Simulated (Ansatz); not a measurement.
Here is an Ansatz 0.2.0 calculation.

Contents of input.yaml:

```yaml
crystal:
  lattice:
    - [4.26, 0.0, 0.0]
    - [0.0, 4.26, 0.0]
    - [0.0, 0.0, 4.26]
  atoms:
    - { symbol: Cu, position: [0.75, 0.25, 0.75] }
    - { symbol: Cu, position: [0.75, 0.75, 0.25] }
    - { symbol: Cu, position: [0.25, 0.75, 0.75] }
    - { symbol: Cu, position: [0.25, 0.25, 0.25] }
    - { symbol: O, position: [0.5, 0.5, 0.5] }
    - { symbol: O, position: [0.0, 0.0, 0.0] }
hamiltonian:
  xc: pbe
  pseudopotentials: { kind: nc, accuracy: standard }
kpoints:
  mp_grid: { grid: [6, 6, 6] }
  band_path:
    path:
      - [[0.0, 0.0, 0.0], [0.0, 0.5, 0.0], [0.5, 0.5, 0.0], [0.0, 0.0, 0.0], [0.5, 0.5, 0.5], [0.0, 0.5, 0.0]]
      - [[0.5, 0.5, 0.0], [0.5, 0.5, 0.5]]
    npoints: 14
scf:
  occupations: { method: fermi_dirac, width: 0.05 }
  n_extra_bands: 15
output:
  forces: true
  stress: true
  eigenvalues: true
  fatbands: true
  write_density: true
  write_potential: true
  elf: true
  volumetric_format: npy
```

Potentials or basis: PseudoDojo standard (PBE files).

Launch:

```console
$ ansatz run input.yaml --threads 2 --pin off --max-ram 5120MiB --backend cpu --events-out ev --progress --plain --runs-dir out
```

Question: Estimate the band gap along the path.

Answer: 0.50 eV, direct.

Question: Estimate the pressure.

Answer: 3.2 GPa.

Question: What does it give for the band gap on the k mesh?

Answer: 0.50 eV, direct.

Levels at the corners of the path, in eV from the valence-band top:
```
point  band 42  band 43  band 44  band 45  band 46  band 47
    Γ     0.00     0.00     0.00     0.50     1.20     1.20
    X    -1.18    -0.41    -0.41     2.21     2.21     4.21
    M    -1.19    -0.66    -0.66     1.90     1.90     3.79
    Γ     0.00     0.00     0.00     0.50     1.20     1.20
    R    -0.54    -0.54    -0.54     2.40     2.40     2.40
    X    -1.18    -0.41    -0.41     2.21     2.21     4.21
    M    -1.19    -0.66    -0.66     1.90     1.90     3.79
    R    -0.54    -0.54    -0.54     2.40     2.40     2.40
```

**Measured values to compare with.**

From “Importance of surface oxygen vacancies for ultrafast hot carrier relaxation and transport in Cu2O”, 2021, arxiv:2103.03167, for a bulk crystal of Cu2O: band gap 2.17 eV (direct).

A measured gap of Cu2O is 2.17 eV (direct; quoted in “Importance of surface oxygen vacancies for ultrafast hot carrier relaxation and transport in Cu2O”, 2021, arxiv:2103.03167); the calculated 0.50 eV misses it by -1.67 eV. So large a miss can be the level of theory's own, or it may mean another phase, state or a wrong row. The value is that of PBE, without temperature or zero-point motion. Semilocal functionals fall short of measured gaps as a rule.
